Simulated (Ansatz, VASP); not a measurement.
# One calculation of GaP, 3 ways

The starting cell:

```xyz
2
Lattice="0.0000 2.7252 2.7252 2.7252 0.0000 2.7252 2.7252 2.7252 0.0000" Properties=species:S:1:pos:R:3 pbc="T T T"
Ga    0.0000    0.0000    0.0000
P     4.0879    4.0879    4.0879
```

Alike in all runs: task relaxation of cell and atoms; functional PBE; dispersion D3(BJ); k mesh 8 × 8 × 8; occupations fermi-dirac, width 0.05 eV; no spin polarisation; no spin-orbit coupling.

```tsv
program and potentials	plane-wave cutoff (eV)	notes	equilibrium volume (Å³/atom)
Ansatz, Ansatz PAW	420	-	20.19
Ansatz, all-electron LAPW, scalar-relativistic	-	-	20.18
VASP, PBE PAW files Ga_d, P, 600 eV	600	-	20.16
```

The equilibrium volume spans 20.16 (VASP, PBE PAW files Ga_d, P, 600 eV) to 20.19 Å³/atom (Ansatz, Ansatz PAW), with all-electron results at 20.18. Relaxations stop with a little pressure left, so the last digit of a volume isn't settled.

The functional is the same throughout but for its coding, so the spread measures potentials, basis and numerics; runs on potential files found faulty are left out.

The two PAW volumes, 20.19 and 20.16 Å³/atom, lie on either side of the all-electron value of 20.18, and the differences are too small to rank the potentials. For GaP this is the expected outcome. The volume is set mainly by polar covalent bonds between the s and p valence electrons of Ga and P, which a sound PAW potential describes well. The delicate part is the filled Ga 3d shell, which is shallow enough to respond to the bonding and to add to the repulsion between neighbouring atoms. The agreement with the all-electron result suggests that both PAW descriptions capture its effect on the volume adequately.

Closeness to experiment is a separate matter. PBE alone usually makes such semiconductors slightly too large, while a dispersion term draws the atoms together, so the two effects probably offset each other in part, and equally in all three runs. Agreement at the equilibrium volume also leaves open how well the potentials would match under strong compression, where the cores come closer together.
